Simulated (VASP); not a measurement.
# CuI under changes of volume

One of the cells (24.853 Å³/atom); the others are scaled copies at fixed shape and fractional positions:

```
Cu I
1.0
     3.67678    0.00000    0.00000
     0.00000    3.67678    0.00000
     0.00000    0.00000    3.67678
Cu I
1 1
Direct
  0.50000 0.50000 0.50000
  0.00000 0.00000 0.00000
```

The cell was built by a generator and needn't be a form met in nature.

* Program: VASP 6.6.1
* Functional: PBE
* Potentials or basis: VASP PAW PBE potentials, release 64 (Cu, I)
* Cutoff: 520 eV
* k mesh: 7 × 7 × 7
* Occupations: fermi-dirac, width 0.05 eV
* Spin: no spin polarisation

| volume (Å³/atom) | energy over the lowest point (meV/atom) | pressure (GPa) |
| --- | --- | --- |
| 22.903 | ? | ? |
| 23.391 | 4.19 | 1.4 |
| 23.878 | 0.79 | 0.6 |
| 24.853 | 0.00 | -0.6 |
| 25.340 | 2.32 | -1.1 |
| 25.827 | 6.23 | -1.6 |

Task: What does the run at 22.903 Å³/atom give?

Result: Energy over the lowest point 9.75 meV/atom; pressure 2.2 GPa.

Worked out: A Birch-Murnaghan fit of order 3 (a polynomial in V^(-2/3)) to the other rows has its minimum at 24.46 Å³/atom with B0 = V·E''(V) = 31 GPa and B' = 3.1. It gives 9.85 meV/atom at 22.903 Å³/atom, against the run's 9.75, and -dE/dV = 2.2 GPa, against 2.2.

Energies are extrapolated to zero smearing.

Caveats: the run has no spin polarisation, though such a crystal can be magnetic.
